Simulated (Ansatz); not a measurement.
Wurtzite BeO, treated with PBE-D3(BJ) (Ansatz, a program for electronic structure, plane waves, PAW).

Run with plane-wave cutoff 500 eV, 18×18×8 k mesh (along the axes of the cell as run), gaussian smearing 0.02 eV, scalar-relativistic PAW data made under PBE.

Cell (relaxed at this level):

```
BeO
1.0
    1.34523    -2.33000     0.00000
    1.34523     2.33000     0.00000
    0.00000     0.00000     4.36999
Be O
2 2
Cartesian
  1.34523  -0.77667   2.18566
  1.34523   0.77667   0.00066
  1.34523  -0.77667   3.83618
  1.34523   0.77667   1.65119
```

Task: Predict the band gap.

Result: 
- band gap: 7.70 eV (on the SCF k mesh)

Measured, for comparison: band gap 11.29 eV (zero-point renormalisation of 699 meV (computed, non-adiabatic AHC, without the lattice-expansion part) added back here; inputs from Miglio et al. (2020), arXiv:2011.12765). Computed (rounded) less measured: band gap -3.59 eV.

Static lattice: no zero-point or thermal effects.

Computing time: roughly 40 core-seconds.
